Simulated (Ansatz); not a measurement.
WC (Qusongite) under changes of volume

One of the cells (10.376 Å³/atom); the others are scaled copies at fixed shape and fractional positions:

```xyz
2
Lattice="2.9065 0.0000 0.0000 -1.4532 2.5171 0.0000 0.0000 0.0000 2.8366" Properties=species:S:1:pos:R:3 pbc="T T T"
W     0.0000    0.0000    0.0000
C     1.4533    0.8390    1.4183
```

```yaml
Program: Ansatz 0.2.0
Functional: r2SCAN
Potentials_or_basis: Ansatz PAW
Cutoff: "500 eV (not typed: the program's choice for these potentials)"
k_mesh: 10 × 10 × 9
Occupations: fermi-dirac, width 0.05 eV
Spin: no spin polarisation
```

```tsv
volume (Å³/atom)	energy over the lowest point (meV/atom)	pressure (GPa)
9.754	58.80	30.4
9.961	26.45	19.7
10.169	7.29	10.1
10.376	0.00	1.4
10.584	3.40	-6.4
10.791	?	?
10.999	38.08	-19.8
```

Q: What does the run at 10.791 Å³/atom give?

A: Energy over the lowest point 16.41 meV/atom; pressure -13.5 GPa.

Worked out: A Birch-Murnaghan fit of order 3 (a polynomial in V^(-2/3)) to the other rows has its minimum at 10.41 Å³/atom with B0 = V·E''(V) = 406 GPa and B' = 4.3 at fixed shape and positions, which overstates the stiffness. It gives 16.38 meV/atom at 10.791 Å³/atom, against the run's 16.41, and -dE/dV = -13.5 GPa, against -13.5.

Energies are extrapolated to zero smearing.

Caveats: the PAW data sets come from PBE, with cores solved anew for the run's functional, which leaves a small shift of forces and pressure.
